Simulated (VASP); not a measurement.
# V (Im-3m) in VASP: notebook, part 2 of 2

VASP 6.6.1. Earlier steps stand in the parts before.

## Step 3: Electrostatic potential, LDA

This run uses another cell than the first one, of 12.56 Å³/atom, 0.978 times its volume.

Contents of INCAR:

```
SYSTEM = V
ALGO     = Normal         ! electronic algorithm
EDIFF    = 1E-7           ! SCF threshold, eV
ENCUT    = 520            ! plane-wave cutoff, eV
GGA      = CA             ! functional
ISIF     = 2              ! what is computed and relaxed
ISMEAR   = 1              ! smearing method
LASPH    = .TRUE.         ! aspherical terms in the spheres
LCHARG   = .TRUE.         ! write CHGCAR
LREAL    = .FALSE.        ! projectors in reciprocal space
LVHAR    = .TRUE.       
LWAVE    = .FALSE.        ! write WAVECAR
NELM     = 120            ! most SCF steps
PREC     = Accurate       ! precision mode
SIGMA    = 0.1            ! smearing width, eV
```

Contents of KPOINTS:

```
k-points
0
G
  20 20 20
  0 0 0
```

Contents of POSCAR:

```
V                                       
1.0
   -1.4642669482      1.4642669482      1.4642669482
    1.4642669482     -1.4642669482      1.4642669482
    1.4642669482      1.4642669482     -1.4642669482
  V             
     1
Direct
     0.0000000000000000    0.0000000000000000    0.0000000000000000
```

Potentials or basis: VASP PAW LDA potentials, release 64 (V_sv).

The run is started by

```sh
cat potpaw_LDA.64/V_sv/POTCAR > POTCAR
mpirun -np 1 vasp_std > vasp.out
```

OUTCAR:

```text
SYSTEM = V
   EDIFF = 1E-7
   ENCUT = 520
   GGA = CA
   ISIF = 2
   ISMEAR = 1
   LASPH = .TRUE.
   LREAL = .FALSE.
   NELM = 120
   PREC = Accurate

 ion  position               nearest neighbor table
   1  0.000  0.000  0.000-

  LATTYP: Found a body centered cubic cell.
 ALAT       =     2.9285338964

  Lattice vectors:

 A1 = (  -1.4642669482,   1.4642669482,   1.4642669482)
 A2 = (   1.4642669482,  -1.4642669482,   1.4642669482)
 A3 = (   1.4642669482,   1.4642669482,  -1.4642669482)

Analysis of symmetry for initial positions (statically):
=====================================================================
 Subroutine PRICEL returns:
 Original cell was already a primitive cell.

 Routine SETGRP: Setting up the symmetry group for a
 body centered cubic supercell.

 Subroutine GETGRP returns: Found 48 space group operations
 (whereof 48 operations were pure point group operations)
 out of a pool of 48 trial point group operations.

The static configuration has the point symmetry O_h .

Analysis of symmetry for dynamics (positions and initial velocities):
=====================================================================
 Subroutine PRICEL returns:
 Original cell was already a primitive cell.

 Routine SETGRP: Setting up the symmetry group for a
 body centered cubic supercell.

 Subroutine GETGRP returns: Found 48 space group operations
 (whereof 48 operations were pure point group operations)
 out of a pool of 48 trial point group operations.

The dynamic configuration has the point symmetry O_h .

 Subroutine INISYM returns: Found 48 space group operations
 (whereof 48 operations are pure point group operations),
 and found     1 'primitive' translations

----------------------------------------------------------------------------------------

                                     Primitive cell

  volume of cell :      12.5580

  direct lattice vectors                    reciprocal lattice vectors
    -1.464266948  1.464266948  1.464266948     0.000000000  0.341467791  0.341467791
     1.464266948 -1.464266948  1.464266948     0.341467791  0.000000000  0.341467791
     1.464266948  1.464266948 -1.464266948     0.341467791  0.341467791  0.000000000

  length of vectors
     2.536184750  2.536184750  2.536184750     0.482908381  0.482908381  0.482908381

  position of ions in fractional coordinates (direct lattice)
     0.000000000  0.000000000  0.000000000

  ion indices of the primitive-cell ions
   primitive index   ion index
                 1           1

----------------------------------------------------------------------------------------

 KPOINTS: k-points

Automatic generation of k-mesh.
 Grid dimensions read from file:
 generate k-points for:   20   20   20

 Generating k-lattice:

  Cartesian coordinates                     Fractional coordinates (reciprocal lattice)
     0.000000000  0.017073390  0.017073390     0.050000000  0.000000000  0.000000000
     0.017073390  0.000000000  0.017073390     0.000000000  0.050000000  0.000000000
     0.017073390  0.017073390  0.000000000     0.000000000  0.000000000  0.050000000

  Length of vectors
     0.024145419  0.024145419  0.024145419

  Shift w.r.t. Gamma in fractional coordinates (k-lattice)
     0.000000000  0.000000000  0.000000000

 Subroutine IBZKPT returns following result:
 ===========================================

 Found    256 irreducible k-points:

 Following reciprocal coordinates:
            Coordinates               Weight
  0.000000  0.000000  0.000000      1.000000
  0.050000  0.000000  0.000000     12.000000
  0.100000  0.000000  0.000000     12.000000
  0.150000  0.000000  0.000000     12.000000
  0.200000  0.000000  0.000000     12.000000
  0.250000  0.000000  0.000000     12.000000
[... 16 lines left out ...]
  0.200000  0.100000  0.000000     48.000000
  0.250000  0.100000  0.000000     48.000000
 [... further k-points ...]
   k-points           NKPTS =    256   k-points in BZ     NKDIM =    256   number of bands    NBANDS=     10
   number of dos      NEDOS =    301   number of ions     NIONS =      1
   total plane-waves  NPLWV =   8000
   dimension x,y,z NGX =    20 NGY =   20 NGZ =   20
   dimension x,y,z NGXF=    40 NGYF=   40 NGZF=   40
   ions per type =               1
   NGX,Y,Z   is equivalent  to a cutoff of  13.11, 13.11, 13.11 a.u.
   NGXF,Y,Z  is equivalent  to a cutoff of  26.22, 26.22, 26.22 a.u.
 SYSTEM =  V
   PREC   = accura    normal or accurate (medium, high low for compatibility)
   ISTART =      0    job   : 0-new  1-cont  2-samecut
   ICHARG =      2    charge: 1-file 2-atom 10-const
   ISPIN  =      1    spin polarized calculation?
   LNONCOLLINEAR =      F non collinear calculations
   LSORBIT =      F    spin-orbit coupling
   LASPH  =      T    aspherical Exc in radial PAW
   ENCUT  =  520.0 eV  38.22 Ry    6.18 a.u.   4.72  4.72  4.72*2*pi/ulx,y,z
   NELM   =    120;   NELMIN=  2; NELMDL= -5     # of ELM steps
   EDIFF  = 0.1E-06   stopping-criterion for ELM
   LREAL  =      F    real-space projection
   EDIFFG = 0.1E-05   stopping-criterion for IOM
   NSW    =      0    number of steps for IOM
   IBRION =     -1    ionic relax: 0-MD 1-quasi-New 2-CG
   NFREE  =      0    steps in history (QN), initial steepest desc. (CG)
   ISIF   =      2    stress and relaxation
   ISYM   =      2    0-nonsym 1-usesym 2-fastsym
   POTIM  = 0.5000    time-step for ionic-motion
   TEBEG  =    0.0;   TEEND  =   0.0 temperature during run
   PSTRESS=    0.0 pullay stress
   NELECT =      13.0000    total number of electrons
   NUPDOWN=      -1.0000    fix difference up-down
   EMIN   =  10.00;   EMAX   =-10.00  energy-range for DOS
   EFERMI =   0.00;   METHOD = LEGACY
   ISMEAR =     1;   SIGMA  =   0.10  broadening in eV -4-tet -1-fermi 0-gaus
   EFERMI_NEDOS =   21; number of points for ismear=-14 and -15
   IALGO  =     38    algorithm
   IMIX   =      4    mixing-type and parameters
     AMIX     =   0.40;   BMIX     =  1.00
     AMIX_MAG =   1.60;   BMIX_MAG =  1.00
  volume/ion in A,a.u.               =      12.56        84.75
  Fermi-wavevector in a.u.,A,eV,Ry     =   1.656084  3.129545 37.315531  2.742614
  Thomas-Fermi vector in A             =   2.744069
   LORBIT       =      0    0 simple, 1 ext, 2 COOP (PROOUT), +10 PAW based schemes
   GGA     = CA    functional components
   LHFCALC =     F    Hartree Fock is set to
   AEXX    =    0.0000 exact exchange contribution
   IVDW    =     0    specifies the selected vdW correction
   LEPSILON=     F    determine dielectric tensor
   LRPA    =     F    only Hartree local field effects (RPA)
 non-spin polarized calculation
 Methfessel and Paxton  Order N= 1 SIGMA  =   0.10
  energy-cutoff  :      520.00
  volume of cell :       12.56
 maximum number of plane-waves:       370
   NGX =  9   NGY =  9   NGZ =  9

 number of electron      13.0000011 magnetization

 Free energy of the ion-electron system (eV)
  ---------------------------------------------------
  ext. energy  EPLUGINS =         0.00000000
  ---------------------------------------------------
  free energy    TOTEN  =        -9.94913516 eV

  energy without entropy =       -9.94934024  energy(sigma->0) =       -9.94920352

 E-fermi :  10.3780     XC(G=0): -13.6169

 val. band max:       10.3717064056   @ k =  -0.3500   0.4500   0.1500
 cond. band min:      10.3836349131   @ k =   0.3000   0.1000   0.0000
 fundamental gap:      0.0119285075
 Fermi energy:        10.3780497847

 k-point     1 :       0.0000    0.0000    0.0000
  band No.  band energies     occupation
      1     -52.5080      2.00000
      2     -26.0792      2.00000
      3     -26.0792      2.00000
      4     -26.0792      2.00000
      5       3.7374      2.00000
      6      10.7810     -0.00000
      7      10.7810     -0.00000
      8      10.7810     -0.00000
      9      12.9604      0.00000
     10      12.9604      0.00000
[... 287 lines left out ...]
 k-point    24 :       0.2500    0.1000    0.0000
  band No.  band energies     occupation
      1     -52.3187      2.00000
      2     -26.8581      2.00000
      3     -26.3269      2.00000
      4     -26.1246      2.00000
      5       6.8109      2.00000
      6       9.6139      2.00000
      7      10.1032      2.00071
      8      12.5579      0.00000
      9      13.2914      0.00000
     10      13.6277      0.00000

 [... further k-points ...]

------------------------ aborting loop because EDIFF is reached ----------------------------------------

  FORCE on cell =-STRESS in cart. coord.  units (eV):
  Direction    XX          YY          ZZ          XY          YZ          ZX
  --------------------------------------------------------------------------------------
  -------------------------------------------------------------------------------------
  Total       -0.0012952     -0.0012952     -0.0012952     -0.0000000     -0.0000000      0.0000000
  in kB       -0.1652415     -0.1652415     -0.1652415     -0.0000000     -0.0000000      0.0000000
  external PRESSURE =      -0.1652415 kB  Pullay stress =       0.0000000 kB

 VOLUME and BASIS-vectors are now :
 -----------------------------------------------------------------------------
  energy-cutoff  :      520.00
  volume of cell :       12.56
      direct lattice vectors                 reciprocal lattice vectors
    -1.464266948  1.464266948  1.464266948     0.000000000  0.341467791  0.341467791
     1.464266948 -1.464266948  1.464266948     0.341467791  0.000000000  0.341467791
     1.464266948  1.464266948 -1.464266948     0.341467791  0.341467791  0.000000000

 POSITION                                       TOTAL-FORCE (eV/Angst)
 -----------------------------------------------------------------------------------
      0.00000      0.00000      0.00000         0.000000     -0.000000      0.000000
 -----------------------------------------------------------------------------------
    total drift:                                0.000000     -0.000000      0.000000

  FREE ENERGIE OF THE ION-ELECTRON SYSTEM (eV)
  ---------------------------------------------------
  free  energy   TOTEN  =        -9.9491351581 eV

  energy  without entropy=       -9.9493402418  energy(sigma->0) =       -9.94920352
```

Wall time 19 s (1 thread of Intel Xeon Platinum 8488C (Sapphire Rapids), shared host); peak memory 0.14 GiB.

Results:

```yaml
Free_energy: -9.9491 eV
Pressure: 0.0 GPa
Band_gap_on_the_k_mesh: none (metal or under the smearing width)
```
